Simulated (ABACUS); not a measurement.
Runs of ABACUS 3.10.1 on Ir. It takes space group Fm-3m (No. 225, cubic). Conventional cell: a = 3.831 Å, b = 3.831 Å, c = 3.831 Å, α = 90.00°, β = 90.00°, γ = 90.00°. Ir (site symmetry m-3m) has 12 Ir at 2.71 Å as nearest neighbours. 

| task | level | potentials or basis | cell | k mesh | cutoff (eV) | orbital files | SCF threshold on the density | eigensolver | symmetry key | threshold of the eigensolver | gap on the mesh (eV) | pressure (GPa) | V0 of scaled cells (Å³/atom) | relaxed volume (Å³/atom) | B0 (GPa) |
| --- | --- | --- | --- | --- | --- | --- | --- | --- | --- | --- | --- | --- | --- | --- | --- |
| single point | SCAN | SG15 ONCV 1.2 PBE, DZP LCAO (the cutoffs set its grid) | as given | 9 × 9 × 9 | 1361 | Ir Ir_confined-atom_7au_3s2p2d1f.orb | 1e-07 | genelpa | 1 | - | none | -1.3 | - | - | - |
| single point | AM05 | SG15 ONCV 1.2 PBE, plane waves | as given | 10 × 10 × 10 | 925 | - | 1e-08 | dav | 1 | - | none | -2.5 | - | - | - |
| single point | PBE | PseudoDojo NC SR 0.5 PBE stringent, DZP LCAO (the cutoffs set its grid) | as given | 11 × 11 × 11 | 1361 | Ir Ir_confined-atom_7au_3s2p2d1f.orb | 1e-07 | scalapack_gvx | 1 | - | none | 13.4 | - | - | - |
| relaxation of cell and atoms | r2SCAN | SG15 ONCV 1.2 PBE, plane waves | relaxed | 8 × 8 × 8 | 1075 | - | 1e-08 | dav | 1 | - | none | 0.0 | - | 14.22 | - |
| equation of state | B86bPBE | SSSP 1.3 efficiency PBE, plane waves | as given | 10 × 10 × 10 | 748 | - | 1e-08 | dav | 1 | - | - | - | 14.61 | - | 340 |
| equation of state | PBE | PseudoDojo NC SR 0.5 PBE stringent, DZP LCAO (the cutoffs set its grid) | as given | 11 × 11 × 11 | 1361 | Ir Ir_confined-atom_7au_3s2p2d1f.orb | 1e-07 | genelpa | 1 | - | - | - | 14.57 | - | 346 |
| relaxation of cell and atoms | AM05 | SG15 ONCV 1.2 PBE, plane waves | relaxed | 10 × 10 × 10 | 925 | - | 1e-08 | dav | 1 | - | none | 0.0 | - | (a) | - |
| relaxation of cell and atoms | RPBE | SPMS ONCV 1.0 PBE, plane waves | relaxed | 10 × 10 × 10 | 925 | - | 1e-08 | dav | 1 | - | none | 0.0 | - | (b) | - |

Alike in all rows: no spin polarisation; smearing fermi-dirac 0.05 eV.

Fill in the values left out.

(a) 13.97; (b) 14.66.

Caveats: the potentials were made for another functional, which shifts forces and pressure (some runs); the atomic orbitals were generated for these runs and aren't a published set (some runs); the basis of atomic orbitals isn't converged, which shifts pressures, moduli and gaps (some runs).

A k mesh can miss the band edges, and the runs leave out spin-orbit coupling on Ir.

A gap of «none» marks a metal or a gap under the smearing width.
